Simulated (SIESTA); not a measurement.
The system is PbS (Galena).

```
Pb S
1.0
     0.00000    2.96575    2.96575
     2.96575    0.00000    2.96575
     2.96575    2.96575    0.00000
Pb S
1 1
Direct
  0.00000 0.00000 0.00000
  0.50000 0.50000 0.50000
```

Base run:

| Property | Result |
| --- | --- |
| Program | SIESTA 5.4.2 |
| Functional | PBE |
| Potentials or basis | PseudoDojo 0.4 standard (PBE files) |
| Basis | DZP (energy shift 0.003 Ry; two zetas on semicore shells) |
| Grid cutoff | 500 Ry |
| Energy shift | 0.003 Ry |
| k mesh | 8 × 8 × 8 |
| Occupations | fermi-dirac, width 0.05 eV |
| Spin | no spin polarisation |

Its results: band gap on the k mesh 0.41 eV, direct; pressure 3.0 GPa.

**Question.** The run is repeated on the same cell with these changes: basis from DZP (energy shift 0.003 Ry; two zetas on semicore shells) to DZ (energy shift 0.003 Ry; two zetas on semicore shells). What comes out?

**Answer.** Band gap on the k mesh 0.61 eV, direct; pressure 4.7 GPa.

Caveats: spin-orbit coupling is left out, which as a rule narrows the gap of such compounds by several tenths of an eV; the basis of atomic orbitals isn't converged, which shifts pressures, moduli and gaps; the basis has no polarisation orbitals (some runs).
